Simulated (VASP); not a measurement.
Runs of VASP 6.6.1 on PbSe (Clausthalite). The structure is cubic, space group Fm-3m (No. 225). Conventional cell: a = 6.121 Å, b = 6.121 Å, c = 6.121 Å, α = 90.00°, β = 90.00°, γ = 90.00°. Pb (site symmetry m-3m) has 6 Se at 3.06 Å as nearest neighbours. Around Se (site symmetry m-3m) lie 6 Pb at 3.06 Å. 

```csv
task,level,spin,cell,k mesh,cutoff (eV),gap on the mesh (eV),pressure (GPa),relaxed volume (Å³/atom)
band structure,SCAN,off,as given,8 × 8 × 8,520,0.51,0.9,-
band structure,SCAN,"SOC, no magnetisation",as given,6 × 6 × 6,520,-,(a),-
band structure,r2SCAN,off,as given,8 × 8 × 8,520,(b),(c),-
relaxation of cell and atoms,r2SCAN,off,relaxed,8 × 8 × 8,600,0.67,0.0,29.48
relaxation of cell and atoms,rSCAN,off,relaxed,8 × 8 × 8,600,0.65,0.0,29.52
band structure,rSCAN,off,as given,8 × 8 × 8,520,0.55,1.6,-
relaxation of cell and atoms,SCAN,off,relaxed,8 × 8 × 8,600,0.56,0.0,29.14
band structure,r2SCAN,"SOC, no magnetisation",as given,6 × 6 × 6,520,-,1.2,-
```

Alike in all rows: potentials or basis VASP PAW PBE potentials, release 64 (Pb_d, Se); smearing fermi-dirac 0.05 eV.

Task: Fill in the values left out.

Result: (a) 0.5; (b) 0.58; (c) 1.5.

Caveats: the PAW data sets were made with another functional, which shifts forces and pressure a little; spin-orbit coupling is left out, which as a rule narrows the gap of such compounds by several tenths of an eV (some runs).

A k mesh can miss the band edges, and rows without SOC leave out spin-orbit coupling on Pb, Se.

Runs at the PBE level aren't shown here.
